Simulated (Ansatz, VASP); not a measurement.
**NaH in VASP and in Ansatz**

```xyz
2
Lattice="0.0535 2.4511 2.4511 2.4511 0.0535 2.4511 2.4511 2.4511 0.0535" Properties=species:S:1:pos:R:3 pbc="T T T"
Na    0.0000    0.0000    0.0000
H     2.4778    2.4778    2.4778
```

Change from the starting cell: shear_111 strain +3.4%.

Alike in both runs: task single point; functional PBE; k mesh 10 × 10 × 10; occupations fermi-dirac, width 0.02 eV; no spin polarisation.

|  | VASP | Ansatz |
| --- | --- | --- |
| version | VASP 6.6.1 | Ansatz 0.2.0 |
| potentials or method | VASP PAW PBE potentials, release 64 (Na_pv, H) | plane waves, PAW |
| plane-wave cutoff (eV) | 520 | 420 |
| valence electrons in the cell | 8 | 10 |

Ansatz gave:

```
gap on the k mesh at the Fermi level (eV)       : 3.56
pressure (GPa)                                  : -0.2
largest component of the traceless stress (GPa) : 0.52
```

Task: Which values does VASP return?

Result: gap on the k mesh at the Fermi level (eV): 3.56; pressure (GPa): -0.3; largest component of the traceless stress (GPa): 0.52.

With one functional, cell and mesh, what is left measures potentials, basis and numerics. The two sets of potentials don't hold the same shells in valence.

A k mesh can miss the band edges.
